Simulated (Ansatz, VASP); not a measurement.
## MgB2: VASP beside Ansatz

```
Mg B
1.0
     0.00000    2.99104    2.99104
     2.99104    0.00000    2.99104
     2.99104    2.99104    0.00000
Mg B
2 4
Direct
  0.50000 0.50000 0.50000
  0.75000 0.75000 0.75000
  0.12500 0.62500 0.12500
  0.12500 0.12500 0.62500
  0.62500 0.12500 0.12500
  0.12500 0.12500 0.12500
```

Change from the starting cell: species swapped into the MgCu2 type (Fd-3m, No. 227).

Alike in both runs: task relaxation of cell and atoms; functional PBE; k mesh 12 × 12 × 12; occupations gaussian, width 0.1 eV; no spin polarisation.

|  | VASP | Ansatz |
| --- | --- | --- |
| version | VASP 6.6.1 | Ansatz 0.2.0 |
| potentials or method | VASP PAW PBE potentials, release 64 (Mg, B) | scalar-relativistic, plane waves, PAW |
| plane-wave cutoff (eV) | 600 | 420 |
| valence electrons in the cell | 16 | 32 |

Ansatz gave:

* gap on the k mesh at the Fermi level, each at its own relaxed structure (eV): none
* relaxed volume (Å³/atom): 8.94
* relaxed cell length with the largest relative difference (Å): 4.234

Task: Estimate VASP's values.

Result: gap on the k mesh at the Fermi level, each at its own relaxed structure (eV): none; relaxed volume (Å³/atom): 8.93; relaxed cell length with the largest relative difference (Å): 4.232.

A gap of «none» marks a metal or a gap that the smearing closes. The two sets of potentials don't hold the same shells in valence.
